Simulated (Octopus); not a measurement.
# Cd (Im-3m) in Octopus: reference runs

Reference runs on Cd: the cell as given.

All numbers are computed with Octopus 16.4; they aren't measurements. Logs are shortened: lines on timing, memory, paths and dates and some standing lists are left out, and cuts for length are marked.

### 1 The structure

The structure is cubic, space group Im-3m (No. 229). Conventional cell: a = 3.569 Å, b = 3.569 Å, c = 3.569 Å, α = 90.00°, β = 90.00°, γ = 90.00°. Around Cd (site symmetry m-3m) lie 8 Cd at 3.09 Å.

This isn't the form of Cd at room conditions, which is hcp.

### 2 Single point, PBE

inp

```
CalculationMode = gs
UnitsOutput = eV_Angstrom
PeriodicDimensions = 3
ExperimentalFeatures = yes
PseudopotentialSet = pseudodojo_pbe
%LatticeParameters
 1*angstrom | 1*angstrom | 1*angstrom
%
%LatticeVectors
 -1.784322 | 1.784322 | 1.784322
 1.784322 | -1.784322 | 1.784322
 1.784322 | 1.784322 | -1.784322
%
%ReducedCoordinates
 "Cd" | 0 | 0 | 0
%
%Spacing
 0.11446431*angstrom | 0.11446431*angstrom | 0.11446431*angstrom
%
DerivativesOrder = 8
%KPointsGrid
 10 | 10 | 10
%
KPointsUseSymmetries = yes
XCFunctional = gga_x_pbe + gga_c_pbe
SmearingFunction = fermi_dirac
Smearing = 0.05*eV
ExtraStates = 5
Eigensolver = chebyshev_filter
ConvRelDens = 3e-7
MaximumIter = 120
```

Potentials or basis: pseudodojo_pbe (PseudoDojo 0.5, PBE).

Started as:

```console
$ OMP_NUM_THREADS=1 octopus > out.log
```

out.log:

```text
Running octopus

[... 17 lines left out ...]

****************************** Species *******************************
  Species 'Cd'
    type             : pseudopotential
    file             : 'Cd.upf'
    file format      : UPF2
    valence charge   : 20.0
    atomic number    :  48
    form on file     : kleinman-bylander
    lmax             : 2
    llocal           : -1
    projectors per l : 2
    total projectors : 6
    application form : kleinman-bylander
    orbitals         : 10
    bound orbitals   : 10

**********************************************************************

***************************** Symmetries *****************************
Space group No.  229
International: Im-3m
Schoenflies: Oh^9
Info: The system has    48 symmorphic symmetries that can be used.
  Index                Rotation matrix                      Fractional translations
    1 :     1   0   0     0   1   0     0   0   1      0.000000    0.000000    0.000000
    2 :    -1   0   0     0  -1   0     0   0  -1      0.000000    0.000000    0.000000
    3 :     0   0  -1     1   1   1     0  -1   0      0.000000    0.000000    0.000000
    4 :     0   0   1    -1  -1  -1     0   1   0      0.000000    0.000000    0.000000
    5 :     0   1   0     1   0   0    -1  -1  -1      0.000000    0.000000    0.000000
    6 :     0  -1   0    -1   0   0     1   1   1      0.000000    0.000000    0.000000
[... 40 lines left out ...]
   47 :     0   0  -1    -1   0   0     1   1   1      0.000000    0.000000    0.000000
   48 :     0   0   1     1   0   0    -1  -1  -1      0.000000    0.000000    0.000000
Info: The system also has     0 nonsymmorphic symmetries (not used for electrons).
**********************************************************************

Input: [CurvMethod = curv_affine]
Input: [DerivativesStencil = stencil_stargeneral]

****************************** Lattice *******************************
  Lattice Vectors [A]
   -1.784322    1.784322    1.784322
    1.784322   -1.784322    1.784322
[... 221 lines left out ...]
      1       6      -97.074193    2.000000   ( 5.6E-05)
      1       9      -97.073971    2.000000   ( 4.3E-05)
      1       4      -97.073879    2.000000   ( 7.9E-05)
      1       7      -97.073698    2.000000   ( 4.3E-05)
[... 23 lines left out ...]
     15      20       28.341515    0.000000   ( 2.5E-01)
     15      27       28.449538    0.000000   ( 2.9E-01)
     15      15       28.682297    0.000000   ( 2.7E-01)
     14      29       28.813222    0.000000   ( 2.9E-01)
     15      17       29.387406    0.000000   ( 2.3E-01)
     15       1       29.994326    0.000000   ( 1.2E-01)
     15      29       30.864033    0.000000   ( 2.6E-01)
     15      24       32.077495    0.000000   ( 3.1E-01)

Density of states:

--------------------------------------------------%-------------------
--------------------------------------------------%-------------------
--------------------------------------------------%-------------------
---------------------%----------------------------%-------------------
---------------------%----------------------------%-------------------
---------------------%----------------------------%-------------------
---------------------%----------------------------%-------------------
---------------------%----------------------------%-------------------
%--------------------%----------------------------%-------------------
%--------------------%----------------------------%%-%%%%%%%%%%%%%%%--
                                                       ^

Fermi energy =     5.733189 eV

**********************************************************************

*********************** SCF CYCLE ITER #    2 ************************
 etot  = -4.76145410E+03 abs_ev   =  6.91E+00 rel_ev   =  1.20E-02
 ediff =        4.81E-01 abs_dens =  6.45E-02 rel_dens =  3.22E-03
Matrix vector products: 1175
Converged eigenvectors: 0
[... 151 lines left out ...]
*********************** SCF CYCLE ITER #   15 ************************
 etot  = -4.77104046E+03 abs_ev   =  2.84E-04 rel_ev   =  4.87E-07
 ediff =        2.91E-05 abs_dens =  5.33E-06 rel_dens =  2.66E-07
Matrix vector products: 1175
Converged eigenvectors: 0

#  State  KPoint  Eigenvalue [eV]  Occupation    Error
      1       1      -97.831910    2.000000   ( 6.1E-08)
      1       2      -97.831683    2.000000   ( 5.9E-08)
      1       5      -97.831459    2.000000   ( 5.9E-08)
      1       3      -97.831273    2.000000   ( 5.8E-08)
      1       6      -97.831089    2.000000   ( 5.7E-08)
      1       9      -97.830873    2.000000   ( 5.6E-08)
      1       4      -97.830784    2.000000   ( 5.7E-08)
      1       7      -97.830608    2.000000   ( 5.5E-08)
[... 23 lines left out ...]
     15      29       24.456171    0.000000   ( 1.7E-02)
     15      31       24.480052    0.000000   ( 1.8E-02)
     15      12       24.741162    0.000000   ( 1.7E-02)
     15      20       25.252864    0.000000   ( 1.1E-02)
     14      24       26.254910    0.000000   ( 2.1E-02)
     14      17       26.325915    0.000000   ( 2.3E-02)
     15      17       26.996332    0.000000   ( 1.7E-02)
     15      24       27.300770    0.000000   ( 8.3E-03)

Density of states:

----------------------------------------------------%-----------------
----------------------------------------------------%-----------------
----------------------------------------------------%-----------------
----------------------------------------------------%-----------------
---------------------%------------------------------%-----------------
---------------------%------------------------------%-----------------
---------------------%------------------------------%-----------------
---------------------%------------------------------%-----------------
%--------------------%------------------------------%-----------------
%--------------------%------------------------------%---%%%%%%%%%%%---
                                                         ^

Fermi energy =     5.319197 eV

**********************************************************************

Info: SCF converged in   15 iterations

** Warning:
**   Some of the states are not fully converged!

Info: Number of matrix-vector products:      17625
Info: Finished writing information to 'restart/gs'.

Octopus emitted 19 warnings.
```

Wall time 5.6 min (1 thread of Arm Neoverse V1, shared host); peak memory 0.92 GiB.

What came out:

| Item | Value |
| --- | --- |
| Free energy | -4771.0460 eV |
| Band gap on the k mesh | none (metal or under the smearing width) |
